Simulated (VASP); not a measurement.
Here is a VASP 6.6.1 calculation.

INCAR

```
SYSTEM = CdS
AGGAC = 0.0
ALGO = Fast
EDIFF = 1E-6
EDIFFG = -0.005
ENCUT = 600
GGA = ML
IBRION = 2
ISIF = 3
ISMEAR = -1
LASPH = .True.
LCHARG = .False.
LREAL = .False.
LUSE_VDW = .True.
LWAVE = .False.
NELM = 60
NSW = 60
PREC = Accurate
SIGMA = 0.05
ZAB_VDW = -1.8867
```

Contents of KPOINTS:

```
k-points
0
Gamma
  7 7 4
  0 0 0
```

Contents of POSCAR:

```
CdS
1.0
    4.1500000000      0.0000000000      0.0000000000
   -2.0750000000      3.5940054257      0.0000000000
    0.0000000000      0.0000000000      6.7370000000
Cd S
2 2
Direct
    0.6666666667      0.3333333333      0.5000000000
    0.3333333333      0.6666666667      0.0000000000
    0.6666666667      0.3333333333      0.8750000000
    0.3333333333      0.6666666667      0.3750000000
```

Potentials or basis: VASP PAW PBE potentials, release 64 (Cd, S).

The run is started by

```console
$ cat potpaw_PBE.64/Cd/POTCAR potpaw_PBE.64/S/POTCAR > POTCAR
$ mpirun -np 1 vasp_std > vasp.out
```

Question: Estimate the relaxed cell.

Answer: a = 4.299 Å, b = 4.299 Å, c = 7.021 Å, α = 90.00°, β = 90.00°, γ = 120.00°.

Question: Estimate the relaxed volume.

Answer: 28.10 Å³/atom.

Question: Predict the band gap on the k mesh.

Answer: 0.69 eV, direct.

Forces on the atoms (eV/Å):
```
Cd   0.000  0.000  0.004
Cd   0.000  0.000  0.004
S    0.000  0.000 -0.004
S    0.000  0.000 -0.004
```

Caveat: the PAW data sets were made with another functional, which shifts forces and pressure a little; the volume moved by +12 % from the deposited cell, more than functionals usually miss. Zero-point motion and thermal expansion aren't in these numbers.
